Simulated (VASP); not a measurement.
Wanted: the native input for a VASP 6.6.1 run.

| Property | Result |
| --- | --- |
| Task | single point |
| Functional | PBE |
| Potentials or basis | VASP PAW PBE potentials, release 64 (C) |
| Cutoff | 520 eV |
| k mesh | 10 × 10 × 10 |
| Occupations | fermi-dirac, width 0.05 eV |
| Spin | no spin polarisation |
| Further INCAR settings | ALGO = Normal; EDIFF = 1e-07; NBANDS = 13 |

The structure of C lies in POSCAR:

```
C
1.0
    2.6197200000      0.0000000000      0.0000000000
    0.0000000000      2.6197200000      0.0000000000
    0.0000000000      0.0000000000      2.6197200000
C
3
Direct
   -0.0021870000      0.5109550000      0.4864410000
    0.5013810000     -0.0176310000      0.4995150000
    0.5007450000      0.4935150000     -0.0068840000
```

The cell was built by a generator and needn't be a form met in nature.

The cell isn't the ideal one: atoms moved at random, drawn with an rms of 0.05 Å.

The input as run:

INCAR

```
  ALGO = Normal
  EDIFF = 1E-7
  ENCUT = 520
  GGA = PE
  ISIF = 2
  ISMEAR = -1
  LASPH = T
  LCHARG = T
  LELF = T
  LREAL = F
  LVHAR = T
  LWAVE = F
  NBANDS = 13
  NELM = 80
  PREC = Accurate
  SIGMA = 0.05
```

KPOINTS

```
k-points
0
Gamma
  10 10 10
```

Potentials or basis: VASP PAW PBE potentials, release 64 (C).

The run is started by

```sh
$ cat potpaw_PBE.64/C/POTCAR > POTCAR
$ mpirun -np 1 vasp_std > vasp.out
```

It gave:

```yaml
Pressure: 2.8 GPa
Largest_force: 1.440 eV/Å
Band_gap_on_the_k_mesh: none (metal or under the smearing width)
```

Run time: 63 s on 1 thread of Intel(R) Xeon(R) Platinum 8259CL CPU @ 2.50GHz (Skylake/Cascade Lake) (shared host), peak memory 0.19 GiB.
